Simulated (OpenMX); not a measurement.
A run of OpenMX 3.8.5:

Contents of W.dat:

```
System.CurrrentDirectory             ./
System.Name                          W
DATA.PATH                            ./DFT_DATA13
level.of.stdout                      1
level.of.fileout                     0
Species.Number                       1
<Definition.of.Atomic.Species
  W   W7.0-s3p2d2            W_PBE13
Definition.of.Atomic.Species>

Atoms.Number                         1
Atoms.SpeciesAndCoordinates.Unit     Ang
<Atoms.SpeciesAndCoordinates
    1  W     0.0000000000    0.0000000000    0.0000000000   6.040  5.960
Atoms.SpeciesAndCoordinates>

Atoms.UnitVectors.Unit               Ang
<Atoms.UnitVectors
    -1.6578063260    1.6578063260    1.6578063260
     1.6578063260   -1.6578063260    1.6578063260
     1.6578063260    1.6578063260   -1.6578063260
Atoms.UnitVectors>

scf.XcType                           GGA-PBE
scf.SpinPolarization                 on
scf.ElectronicTemperature            580.226
scf.energycutoff                     400.0
scf.maxIter                          100
scf.EigenvalueSolver                 band
scf.Kgrid                            13 13 13
scf.Mixing.Type                      rmm-diisk
scf.Init.Mixing.Weight               0.05
scf.Min.Mixing.Weight                0.001
scf.Max.Mixing.Weight                0.3
scf.Mixing.History                   25
scf.Mixing.StartPulay                8
scf.criterion                        1.0e-8
scf.stress.tensor                    on
MD.Type                              nomd
Dos.fileout                          on
Dos.Erange                           -15.0 15.0
Dos.Kgrid                            17 17 17
```

File dos.in:

```
2
0.2
1
```

pdos.in

```
2
0.2
2
1
```

Potentials or basis: OpenMX 2013 PBE set, W7.0-s3p2d2, grid cutoff 400 Ry.

The run is started by

```bash
$ openmx W.dat -nt 1 > W.std
$ DosMain W.Dos.val W.Dos.vec < dos.in
$ DosMain W.Dos.val W.Dos.vec < pdos.in
```

Hardware: 1 thread of AMD EPYC 7R13 Processor (Zen 3) (shared host).

Problem. How long does it take, and how much memory?

Solution. Wall time 92 s on 1 thread of AMD EPYC 7R13 Processor (Zen 3), with other jobs on the host, peak memory 0.43 GiB. Counts: k points 1099, basis 19, scf iterations 16.
